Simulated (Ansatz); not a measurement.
# Li in Al(111), 2x2: scattering by a point defect, part 2 of 2

Aim: the resistance that Li in Al(111), 2x2 adds to the host.

Ansatz 0.2.0; Ansatz plane-wave DFT, PBE, PAW files; ballistic transport by layer matching (Landauer), zero bias; PAW set soft_1 (the session's first sound run).

So far, resistivity per at.% scaled from this dense plane, with the factor 3/4 for isotropic scattering (µΩ cm): step 3 (resistance at ideal sites) 1.80.

### Step 4. Relaxing the neighbours

The neighbours of the defect are let go while the lead's layers stay on their sites, since a lead must repeat to 0.01 Å.

This step: Ansatz plane-wave DFT, PBE, PAW files; relaxation with the lead's layers held; PAW set soft_1 (Ansatz 0.2.0).

input.yaml

```yaml
crystal:
  lattice:
    - [5.7246940741, 0.0, 0.0]
    - [-2.862347037, 4.957730497, 0.0]
    - [-1.4311735185, 0.8262884162, 25.7080622609]
  atoms:
    - { symbol: Al, position: [0.0075757576, 0.9924242424, 0.0454545455] }
    - { symbol: Al, position: [0.0075757576, 0.4924242424, 0.0454545455] }
    - { symbol: Al, position: [0.5075757576, 0.9924242424, 0.0454545455] }
    - { symbol: Al, position: [0.5075757576, 0.4924242424, 0.0454545455] }
    - { symbol: Al, position: [0.1893939394, 0.3106060606, 0.1363636364] }
    - { symbol: Al, position: [0.1893939394, 0.8106060606, 0.1363636364] }
    - { symbol: Al, position: [0.6893939394, 0.3106060606, 0.1363636364] }
    - { symbol: Al, position: [0.6893939394, 0.8106060606, 0.1363636364] }
    - { symbol: Al, position: [0.3712121212, 0.1287878788, 0.2272727273] }
    - { symbol: Al, position: [0.3712121212, 0.6287878788, 0.2272727273] }
    - { symbol: Al, position: [0.8712121212, 0.1287878788, 0.2272727273] }
    - { symbol: Al, position: [0.8712121212, 0.6287878788, 0.2272727273] }
    - { symbol: Al, position: [0.053030303, 0.946969697, 0.3181818182] }
    - { symbol: Al, position: [0.053030303, 0.446969697, 0.3181818182] }
    - { symbol: Al, position: [0.553030303, 0.946969697, 0.3181818182] }
    - { symbol: Al, position: [0.553030303, 0.446969697, 0.3181818182] }
    - { symbol: Al, position: [0.2348484848, 0.2651515152, 0.4090909091] }
    - { symbol: Al, position: [0.2348484848, 0.7651515152, 0.4090909091] }
    - { symbol: Al, position: [0.7348484848, 0.2651515152, 0.4090909091] }
    - { symbol: Al, position: [0.7348484848, 0.7651515152, 0.4090909091] }
    - { symbol: Li, position: [0.4166666667, 0.0833333333, 0.5] }
    - { symbol: Al, position: [0.4166666667, 0.5833333333, 0.5] }
    - { symbol: Al, position: [0.9166666667, 0.0833333333, 0.5] }
    - { symbol: Al, position: [0.9166666667, 0.5833333333, 0.5] }
    - { symbol: Al, position: [0.0984848485, 0.9015151515, 0.5909090909] }
    - { symbol: Al, position: [0.0984848485, 0.4015151515, 0.5909090909] }
    - { symbol: Al, position: [0.5984848485, 0.9015151515, 0.5909090909] }
    - { symbol: Al, position: [0.5984848485, 0.4015151515, 0.5909090909] }
    - { symbol: Al, position: [0.2803030303, 0.2196969697, 0.6818181818] }
    - { symbol: Al, position: [0.2803030303, 0.7196969697, 0.6818181818] }
    - { symbol: Al, position: [0.7803030303, 0.2196969697, 0.6818181818] }
    - { symbol: Al, position: [0.7803030303, 0.7196969697, 0.6818181818] }
    - { symbol: Al, position: [0.4621212121, 0.0378787879, 0.7727272727] }
    - { symbol: Al, position: [0.4621212121, 0.5378787879, 0.7727272727] }
    - { symbol: Al, position: [0.9621212121, 0.0378787879, 0.7727272727] }
    - { symbol: Al, position: [0.9621212121, 0.5378787879, 0.7727272727] }
    - { symbol: Al, position: [0.1439393939, 0.8560606061, 0.8636363636] }
    - { symbol: Al, position: [0.1439393939, 0.3560606061, 0.8636363636] }
    - { symbol: Al, position: [0.6439393939, 0.8560606061, 0.8636363636] }
    - { symbol: Al, position: [0.6439393939, 0.3560606061, 0.8636363636] }
    - { symbol: Al, position: [0.3257575758, 0.1742424242, 0.9545454545] }
    - { symbol: Al, position: [0.3257575758, 0.6742424242, 0.9545454545] }
    - { symbol: Al, position: [0.8257575758, 0.1742424242, 0.9545454545] }
    - { symbol: Al, position: [0.8257575758, 0.6742424242, 0.9545454545] }
kpoints:
  mp_grid: { grid: [5, 5, 1] }
hamiltonian:
  xc: pbe
  pseudopotentials: { kind: paw, azcp: { folder: soft_1 } }
scf:
  occupations: { method: fermi_dirac, width: 0.1 }
relax:
  f_tol: 0.03
  max_steps: 40
  constraints:
    - { sites: [0, 1, 2, 3, 4, 5, 6, 7, 8, 9, 10, 11, 32, 33, 34, 35, 36, 37, 38, 39, 40, 41, 42, 43] }
```

Launch:

```
> ansatz run input.yaml --threads 4 --pin off --max-ram 15360MiB --backend cpu --events-out ev --progress --plain --runs-dir out
```

Numbers of over 12 decimals in the logs are rounded to 6 here.

The log of the run:

```text
[...]
Crystal: 44 atoms, lattice volume = 729.633 Å³
Basis set: ecut = 420 eV, 14337 PW (Γ), exchange–correlation on 80×80×360 points (8 copies of the dense FFT grid, shifted against one another)
Bands: 110, of which v1, the nominal top of the filled ones, is band 66 counted from 1 (65 counted from 0)
Symmetry: 4 space group operations
[...]
k-points: 9 of 25
[...]
SCF iter   1: F=—  HF=-23322.244833 eV  |F-HF|=—  |Δ(HF+E_count)|=         —  Δρ=2.63e-2  dr2=2.04e2  ethr=3.10e-3  ⟨swp⟩=6.9  Hψ=5152  notcnv=0  defer=13
[...]
SCF iter   7: F=-23317.675199 eV  HF=-23317.675201 eV  |F-HF|=2.55e-6  |Δ(HF+E_count)|=   2.34e-6  Δρ=5.71e-6  dr2=2.80e-6  ethr=1.70e-8  ⟨swp⟩=3.0  Hψ=2260  notcnv=0
SCF 1 converged in 7 iterations: F = -23317.675199 eV  dr2 = 2.80e-6
[...]
relax step   1: F+E_penalty+E_count = -23317.67519860 eV  Δ(F+E_penalty+E_count) = +0.000e0 eV  max|allowed force component| = 8.676e-2 eV/Å  Δτ_max = 0.0000 Å  (7 SCF iters, dr2 threshold 2.25e-5 eV, accepted)
[...]
iter 1 solved again at ethr=3.89e-5 eV; its pass at ethr=3.10e-3 eV (dr2=5.13e-2 eV) is discarded
[...]
SCF iter   6: F=-23317.682161 eV  HF=-23317.682161 eV  |F-HF|=1.52e-8  |Δ(HF+E_count)|=   4.98e-8  Δρ=9.39e-7  dr2=2.18e-8  ethr=7.58e-11  ⟨swp⟩=3.3  Hψ=2269  notcnv=0
SCF 2 converged in 6 iterations: F = -23317.682161 eV  dr2 = 2.18e-8
relax step   2: F+E_penalty+E_count = -23317.68216136 eV  Δ(F+E_penalty+E_count) = -6.963e-3 eV  max|allowed force component| = 3.814e-2 eV/Å  Δτ_max = 0.0339 Å  (6 SCF iters, accepted)
SCF iter   1: F=—  HF=-23317.683753 eV  |F-HF|=—  |Δ(HF+E_count)|=         —  Δρ=2.10e-4  dr2=4.69e-3  ethr=3.03e-5  ⟨swp⟩=2.9  Hψ=1930  notcnv=0  defer=93
[...]
SCF iter   5: F=-23317.683393 eV  HF=-23317.683393 eV  |F-HF|=3.37e-8  |Δ(HF+E_count)|=   2.95e-8  Δρ=1.32e-6  dr2=4.76e-8  ethr=7.58e-11  ⟨swp⟩=3.1  Hψ=2298  notcnv=0
SCF 3 converged in 5 iterations: F = -23317.683393 eV  dr2 = 4.76e-8
relax step   3: F+E_penalty+E_count = -23317.68339328 eV  Δ(F+E_penalty+E_count) = -1.232e-3 eV  max|allowed force component| = 6.573e-3 eV/Å  Δτ_max = 0.0087 Å  (5 SCF iters, accepted)
SCF converged after 5 iterations
Free energy (F): -23317.683393 eV
[...]
Internal energy: -23317.035107 eV  (E = F + TS)
E sigma→0 (E₀):  -23317.359250 eV
Entropy (-TS):   -0.648287 eV (-14.734 meV/atom)
Fermi energy:    7.816299 eV
[...]
--- Forces (eV/Å), atoms counted from 1 ---
  atom   1  Al     0.01981930     0.00443345     0.01307281
  atom   2  Al    -0.01682662     0.00971485     0.01712659
  atom   3  Al    -0.01547632     0.00893526     0.01788210
  atom   4  Al     0.00607017    -0.01938074     0.01307281
  atom   5  Al     0.00984325    -0.00568300    -0.00697083
  atom   6  Al     0.01399384     0.01974315    -0.02258750
  atom   7  Al    -0.01010115    -0.02199059    -0.02258750
  atom   8  Al    -0.01867123     0.01077984    -0.01747187
  atom   9  Al     0.00539028    -0.00311208     0.01216606
  atom  10  Al    -0.01798827    -0.00470199     0.02032932
  atom  11  Al    -0.00492209     0.01792929     0.02032932
  atom  12  Al     0.01673258    -0.00966056     0.01920148
  atom  13  Al     0.00019875     0.00004918    -0.00237514
  atom  14  Al    -0.00080273     0.00046346     0.00657306
  atom  15  Al     0.00166764    -0.00096281    -0.00175079
  atom  16  Al     0.00005678    -0.00019671    -0.00237514
  atom  17  Al     0.00211917    -0.00122350    -0.00117166
  atom  18  Al    -0.00066757     0.00101969    -0.00143328
  atom  19  Al    -0.00121686     0.00006828    -0.00143328
  atom  20  Al    -0.00097102     0.00056062    -0.00240061
  atom  21  Li     0.00000000     0.00000000     0.00000000
  atom  22  Al     0.00000000     0.00000000     0.00000000
  atom  23  Al     0.00000000     0.00000000     0.00000000
  atom  24  Al     0.00000000     0.00000000     0.00000000
  atom  25  Al     0.00121686    -0.00006828     0.00143328
  atom  26  Al     0.00097102    -0.00056062     0.00240061
  atom  27  Al    -0.00211917     0.00122350     0.00117166
  atom  28  Al     0.00066757    -0.00101969     0.00143328
  atom  29  Al    -0.00166764     0.00096281     0.00175079
  atom  30  Al    -0.00005678     0.00019671     0.00237514
  atom  31  Al    -0.00019875    -0.00004918     0.00237514
  atom  32  Al     0.00080273    -0.00046346    -0.00657306
  atom  33  Al    -0.00539028     0.00311208    -0.01216606
  atom  34  Al     0.01798827     0.00470199    -0.02032932
  atom  35  Al     0.00492209    -0.01792929    -0.02032932
  atom  36  Al    -0.01673258     0.00966056    -0.01920148
  atom  37  Al     0.01010115     0.02199059     0.02258750
  atom  38  Al     0.01867123    -0.01077984     0.01747187
  atom  39  Al    -0.00984325     0.00568300     0.00697083
  atom  40  Al    -0.01399384    -0.01974315     0.02258750
  atom  41  Al     0.01547632    -0.00893526    -0.01788210
  atom  42  Al    -0.00607017     0.01938074    -0.01307281
  atom  43  Al    -0.01981930    -0.00443345    -0.01307281
  atom  44  Al     0.01682662    -0.00971485    -0.01712659
  max |Σ_I F_I| component: 1.39e-17 eV/Å
--- Relaxed structure (3 steps of the walk, 3 accepted, 0 SCFs on fresh bases) ---
  F+E_penalty+E_count = -23317.68339328 eV   max|allowed force component| = 6.573e-3 eV/Å
  atoms:
    - { symbol: Al, position: [0.00757576, 0.992424, 0.0454545455] }
    - { symbol: Al, position: [0.00757576, 0.492424, 0.045455] }
    - { symbol: Al, position: [0.507576, 0.992424, 0.0454545455] }
    - { symbol: Al, position: [0.507576, 0.492424, 0.0454545455] }
    - { symbol: Al, position: [0.189394, 0.310606, 0.1363636364] }
    - { symbol: Al, position: [0.189394, 0.810606, 0.1363636364] }
    - { symbol: Al, position: [0.689394, 0.310606, 0.1363636364] }
    - { symbol: Al, position: [0.689394, 0.810606, 0.136364] }
    - { symbol: Al, position: [0.371212, 0.128788, 0.2272727273] }
    - { symbol: Al, position: [0.371212, 0.628788, 0.2272727273] }
    - { symbol: Al, position: [0.871212, 0.128788, 0.2272727273] }
    - { symbol: Al, position: [0.871212, 0.628788, 0.2272727273] }
    - { symbol: Al, position: [0.053835, 0.947408, 0.318265] }
    - { symbol: Al, position: [0.053281, 0.446719, 0.319015] }
    - { symbol: Al, position: [0.553216, 0.946784, 0.318355] }
    - { symbol: Al, position: [0.552592, 0.446165, 0.318265] }
    - { symbol: Al, position: [0.236035, 0.263965, 0.410007] }
    - { symbol: Al, position: [0.235733, 0.766464, 0.409930] }
    - { symbol: Al, position: [0.733536, 0.264267, 0.409930] }
    - { symbol: Al, position: [0.734641, 0.765359, 0.409574] }
    - { symbol: Li, position: [0.416667, 0.083333, 0.5] }
    - { symbol: Al, position: [0.416667, 0.583333, 0.5] }
    - { symbol: Al, position: [0.916667, 0.083333, 0.5] }
    - { symbol: Al, position: [0.916667, 0.583333, 0.5] }
    - { symbol: Al, position: [0.099798, 0.902400, 0.590070] }
    - { symbol: Al, position: [0.098693, 0.401307, 0.590426] }
    - { symbol: Al, position: [0.597298, 0.902702, 0.589993] }
    - { symbol: Al, position: [0.597600, 0.400202, 0.590070] }
    - { symbol: Al, position: [0.280118, 0.219882, 0.681645] }
    - { symbol: Al, position: [0.280741, 0.720502, 0.681735] }
    - { symbol: Al, position: [0.779498, 0.219259, 0.681735] }
    - { symbol: Al, position: [0.780053, 0.719947, 0.680985] }
    - { symbol: Al, position: [0.462121, 0.037879, 0.772727] }
    - { symbol: Al, position: [0.462121, 0.537879, 0.772727] }
    - { symbol: Al, position: [0.962121, 0.037879, 0.772727] }
    - { symbol: Al, position: [0.962121, 0.537879, 0.7727272727] }
    - { symbol: Al, position: [0.143939, 0.856061, 0.863636] }
    - { symbol: Al, position: [0.143939, 0.356061, 0.863636] }
    - { symbol: Al, position: [0.643939, 0.856061, 0.863636] }
    - { symbol: Al, position: [0.643939, 0.356061, 0.863636] }
    - { symbol: Al, position: [0.325758, 0.174242, 0.954545] }
    - { symbol: Al, position: [0.325758, 0.674242, 0.954545] }
    - { symbol: Al, position: [0.825758, 0.174242, 0.954545] }
    - { symbol: Al, position: [0.825758, 0.674242, 0.954545] }
```

Wall time 38 s (4 threads of Arm Neoverse V1, shared host); peak memory 2.6 GiB.

Relaxation path:

```
step  energy less that of the first step (eV)  largest force component (eV/Å)
   1                                   0.0000                          0.0868
   2                                  -0.0070                          0.0381
   3                                  -0.0082                          0.0066
```

The run keeps the 4 symmetry operations that it works with, so distortions that break them were not tested.

The atoms that moved most (Å):

```
atom      dx      dy      dz  length
Al17   0.009  -0.005   0.024   0.026
Al27  -0.009   0.005  -0.024   0.026
Al19  -0.006  -0.004   0.022   0.023
Al18   0.000   0.007   0.022   0.023
Al28   0.000  -0.007  -0.022   0.023
Al25   0.006   0.004  -0.022   0.023
Al14   0.001  -0.001   0.021   0.021
Al32  -0.001   0.001  -0.021   0.021
```

Numbers from this step:

```
free energy             : -23317.6834 eV
energy at zero smearing : -23317.3592 eV
Fermi energy            : 7.816 eV
```

The largest force component on a free atom ends at 0.0066 eV/Å, under the tolerance of 0.03, after 3 steps.

### Step 5. Transmission after relaxation, relaxed yes

The transmission is solved again on the relaxed atoms.

This step: Ansatz plane-wave DFT, PBE, PAW files; ballistic transport by layer matching (Landauer), zero bias; PAW set soft_1 (Ansatz 0.2.0).

input.yaml

```yaml
crystal:
  lattice:
    - [5.7246940741, 0.0, 0.0]
    - [-2.862347037, 4.957730497, 0.0]
    - [-1.4311735185, 0.8262884162, 25.7080622609]
  atoms:
    - { symbol: Al, position: [0.0075757576, 0.9924242424, 0.0454545455] }
    - { symbol: Al, position: [0.0075757576, 0.4924242424, 0.0454545455] }
    - { symbol: Al, position: [0.5075757576, 0.9924242424, 0.0454545455] }
    - { symbol: Al, position: [0.5075757576, 0.4924242424, 0.0454545455] }
    - { symbol: Al, position: [0.1893939394, 0.3106060606, 0.1363636364] }
    - { symbol: Al, position: [0.1893939394, 0.8106060606, 0.1363636364] }
    - { symbol: Al, position: [0.6893939394, 0.3106060606, 0.1363636364] }
    - { symbol: Al, position: [0.6893939394, 0.8106060606, 0.1363636364] }
    - { symbol: Al, position: [0.3712121212, 0.1287878788, 0.2272727273] }
    - { symbol: Al, position: [0.3712121212, 0.6287878788, 0.2272727273] }
    - { symbol: Al, position: [0.8712121212, 0.1287878788, 0.2272727273] }
    - { symbol: Al, position: [0.8712121212, 0.6287878788, 0.2272727273] }
    - { symbol: Al, position: [0.0538353032, 0.9474078199, 0.3182647135] }
    - { symbol: Al, position: [0.0532807764, 0.4467192236, 0.3190150815] }
    - { symbol: Al, position: [0.5532158173, 0.9467841827, 0.3183545791] }
    - { symbol: Al, position: [0.5525921801, 0.4461646968, 0.3182647135] }
    - { symbol: Al, position: [0.2360354085, 0.2639645915, 0.4100071933] }
    - { symbol: Al, position: [0.235732995, 0.7664642483, 0.4099301716] }
    - { symbol: Al, position: [0.7335357517, 0.264267005, 0.4099301716] }
    - { symbol: Al, position: [0.7346405713, 0.7653594287, 0.4095739178] }
    - { symbol: Li, position: [0.4166666667, 0.0833333333, 0.5] }
    - { symbol: Al, position: [0.4166666667, 0.5833333333, 0.5] }
    - { symbol: Al, position: [0.9166666667, 0.0833333333, 0.5] }
    - { symbol: Al, position: [0.9166666667, 0.5833333333, 0.5] }
    - { symbol: Al, position: [0.0997975816, 0.9023996616, 0.5900698284] }
    - { symbol: Al, position: [0.098692762, 0.401307238, 0.5904260822] }
    - { symbol: Al, position: [0.5972979248, 0.9027020752, 0.5899928067] }
    - { symbol: Al, position: [0.5976003384, 0.4002024184, 0.5900698284] }
    - { symbol: Al, position: [0.280117516, 0.219882484, 0.6816454209] }
    - { symbol: Al, position: [0.2807411532, 0.7205019699, 0.6817352865] }
    - { symbol: Al, position: [0.7794980301, 0.2192588468, 0.6817352865] }
    - { symbol: Al, position: [0.780052557, 0.719947443, 0.6809849185] }
    - { symbol: Al, position: [0.4621212121, 0.0378787879, 0.7727272727] }
    - { symbol: Al, position: [0.4621212121, 0.5378787879, 0.7727272727] }
    - { symbol: Al, position: [0.9621212121, 0.0378787879, 0.7727272727] }
    - { symbol: Al, position: [0.9621212121, 0.5378787879, 0.7727272727] }
    - { symbol: Al, position: [0.1439393939, 0.8560606061, 0.8636363636] }
    - { symbol: Al, position: [0.1439393939, 0.3560606061, 0.8636363636] }
    - { symbol: Al, position: [0.6439393939, 0.8560606061, 0.8636363636] }
    - { symbol: Al, position: [0.6439393939, 0.3560606061, 0.8636363636] }
    - { symbol: Al, position: [0.3257575758, 0.1742424242, 0.9545454545] }
    - { symbol: Al, position: [0.3257575758, 0.6742424242, 0.9545454545] }
    - { symbol: Al, position: [0.8257575758, 0.1742424242, 0.9545454545] }
    - { symbol: Al, position: [0.8257575758, 0.6742424242, 0.9545454545] }
kpoints:
  mp_grid: { grid: [5, 5, 1] }
hamiltonian:
  xc: pbe
  pseudopotentials: { kind: paw, azcp: { folder: soft_1 } }
scf:
  occupations: { method: fermi_dirac, width: 0.1 }
output:
  transmission:
    leads: [[0, 4]]
    kmesh: [10, 10]
    e_range: [-0.05, 0.05]
    de: 0.05
  write_potential: true
  write_density: true
  volumetric_format: npy
```

The log of the run:

```text
[...]
Crystal: 44 atoms, lattice volume = 729.633 Å³
Basis set: ecut = 420 eV, 14337 PW (Γ)
Bands: 110, of which v1, the nominal top of the filled ones, is band 66 counted from 1 (65 counted from 0)
Symmetry: 4 space group operations
[...]
k-points: 9 of 25
[...]
SCF iter   1: F=—  HF=-23322.370283 eV  |F-HF|=—  |Δ(HF+E_count)|=         —  Δρ=2.65e-2  dr2=2.11e2  ethr=3.10e-3  ⟨swp⟩=6.8  Hψ=5118  notcnv=0  defer=14
[...]
SCF iter   9: F=-23317.685339 eV  HF=-23317.685339 eV  |F-HF|=1.18e-9  |Δ(HF+E_count)|=   1.01e-8  Δρ=1.78e-7  dr2=1.30e-9  ethr=7.58e-11  ⟨swp⟩=14.0  Hψ=4182  notcnv=0
SCF 1 converged in 9 iterations: F = -23317.685339 eV  dr2 = 1.30e-9
[...]
transmission: 105 of 992 steps passed
transmission: 201 of 992 steps passed
[...]
transmission: 992 of 992 steps passed
SCF converged after 9 iterations
Free energy (F): -23317.685339 eV
[...]
Internal energy: -23317.037056 eV  (E = F + TS)
E sigma→0 (E₀):  -23317.361198 eV
Entropy (-TS):   -0.648284 eV (-14.734 meV/atom)
Fermi energy:    7.816313 eV
[...]
--- Band table (eV; the first three rows and the last of 9) ---
  k-point 0: bands = [... 62 lower, 6.5522, 6.5781, 6.5810, 6.6557, 6.6737, 7.0080, 7.2929, 7.3373, ... 40 higher]
  k-point 1: bands = [... 62 lower, 6.7974, 6.8307, 6.9195, 7.1174, 7.2412, 7.4429, 7.5502, 7.6080, ... 40 higher]
  k-point 2: bands = [... 62 lower, 7.8556, 7.8884, 7.9424, 8.0206, 8.0717, 8.0981, 8.1456, 8.2070, ... 40 higher]
  k-point 8: bands = [... 62 lower, 7.8098, 7.8896, 7.8914, 7.9598, 7.9858, 8.0725, 8.1388, 8.1653, ... 40 higher]
--- Transmission ---
  basis      : 253 plane waves across, 32 finite elements along
  points     : 31, standing for a mesh of 10 x 10
[...]
channels       : 5.590000e0 a spin
[...]
junction   : crystal 0 to crystal 0, 0.70 to 24.07 Å
    transmission   : 4.707644e0 a spin
[...]
```

The job ended after 4.5 min (4 threads; peak memory 2.5 GiB).

Numbers from this step:

```
free energy                                    : -23317.6853 eV
energy at zero smearing                        : -23317.3612 eV
transmission per spin nearest the Fermi level  : 4.708
open channels per spin nearest the Fermi level : 5.59
step of the lead's potential                   : 8.3 meV
```

Per spin. The transmission, zone mean by energy, zero at the Fermi level:

```
energy (eV)  transmission, zone mean
    -0.0500                     4.56
     0.0000                     4.71
     0.0500                     4.66
```

Transmission over k1 and k2. At 0.0000 eV from the Fermi level.

Ten even steps from '0' (2.99) to '9' (6.12):
```
3767673000
1639936100
1799999710
3699669963
2739696937
3369966996
1017999997
1001639936
3000376767
2311323113
```
Columns: k1 (b1) from -0.5 to 0.4; rows upwards: k2 (b2) from -0.5 to 0.4.

Over the solved energies the transmission per spin lies between 4.56 and 4.71, out of 5.47 channels of the lead on average (up to 5.59).

### Step 6. Resistance after relaxation

This step: Ansatz plane-wave DFT, PBE, PAW files; ballistic transport by layer matching (Landauer), zero bias; area resistance of the defect plane and resistivity an atomic per cent; PAW set soft_1 (Ansatz 0.2.0).

This step gave:

```yaml
area_resistance: 0.1191 fΩ m²
t_over_the_leads_mean_channel_count: 0.8490
resistivity_per_at_scaled_from_this_dense_plane_with_the_factor_3_over_4_for_isotropic_scattering: 1.529 µΩ cm
```

Averaged over the energies near the Fermi level, 84.9 % of the channels pass, which makes 0.119 fΩ m², against 0.140 on ideal sites.

### Step 7. Outcome

| Property | Result |
| --- | --- |
| share of channels that pass, rigid | 0.825 |
| area resistance, rigid | 0.140 fΩ m² |
| resistivity per at.% from the area resistance, times 3/4, rigid | 1.80 µΩ cm |
| share of channels that pass, relaxed | 0.849 |
| area resistance, relaxed | 0.119 fΩ m² |
| resistivity per at.% from the area resistance, times 3/4, relaxed | 1.53 µΩ cm |

**Reading.** The plane of defects adds 0.12 fΩ m². Scaled to one atomic per cent that is 2.0 µΩ cm as it stands and 1.5 with the factor 3/4 for isotropic scattering on a spherical Fermi surface; with the reflection in place of the resistance taken as linear in the density it would be 1.3. These are rough estimates of the dilute value, not bounds. One Li in each 2x2 cell reflects 15 % of the lead's channels. The relaxed cell differs by -15 % in resistance; between the two runs the lead's own channel count goes from 5.56 to 5.47, so sampling may have a part in it. The defects form a dense periodic sheet that scatters coherently, unlike a dilute random alloy. T and N are means over the solved energies nearest the Fermi level.

[Logs are printed without paths, hosts, clocks, repeated set-up lines and the standing remarks that a program may print on its own settings, such as how far it seeks lower states.]

[Hosts, paths, dates, database ids (printed as entryN), source tags and the programs' standing remarks are cut or masked in the printed files.]
